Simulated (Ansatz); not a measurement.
The system is Al2Cu.

```
Cu Al
1.0
     4.10518    0.00000    0.00000
     0.00000    4.10518    0.00000
     0.00000    0.00000    2.89131
Cu Al
1 2
Direct
  0.00000 0.00000 0.00000
  0.00000 0.50000 0.50000
  0.50000 0.00000 0.50000
```

The cell comes from a database or a generator and needn't be the stable form of this composition.

| Quantity | Value |
| --- | --- |
| Program | Ansatz 0.2.0 |
| Task | single point |
| Functional | PBEsol |
| Potentials or basis | all-electron LAPW, scalar-relativistic |
| Cutoff | 253 eV (chosen from the basis error) |
| Basis error allowed | 0.001 eV/atom |
| k mesh | 7 × 7 × 9 |
| Occupations | fermi-dirac, width 0.05 eV |
| Spin | no spin polarisation |

On this cell: pressure -2.4 GPa; largest force under 0.003 eV/Å; band gap on the k mesh none (metal or under the smearing width).

The same run follows on a disturbed copy (atoms moved at random, drawn with an rms of 0.05 Å):

```
Cu Al
1.0
     4.10518    0.00000    0.00000
     0.00000    4.10518    0.00000
     0.00000    0.00000    2.89131
Cu Al
1 2
Cartesian
  -0.0163 0.0253 0.0070
  0.0385 2.0405 1.3538
  2.0773 -0.0405 1.4385
```

Q: What does the disturbed cell give?

A: The energy (extrapolated to zero smearing) moves by +8.3 meV/atom; pressure -2.1 GPa; largest force 0.466 eV/Å; band gap on the k mesh none (metal or under the smearing width).

Forces on the atoms (eV/Å):
```
Cu   0.251 -0.236 -0.314
Al  -0.017  0.188  0.292
Al  -0.234  0.048  0.023
```

Stress tensor (GPa, compression positive):
```
-1.84  0.06  0.00
 0.06 -1.41  0.34
 0.00  0.34 -3.07
```
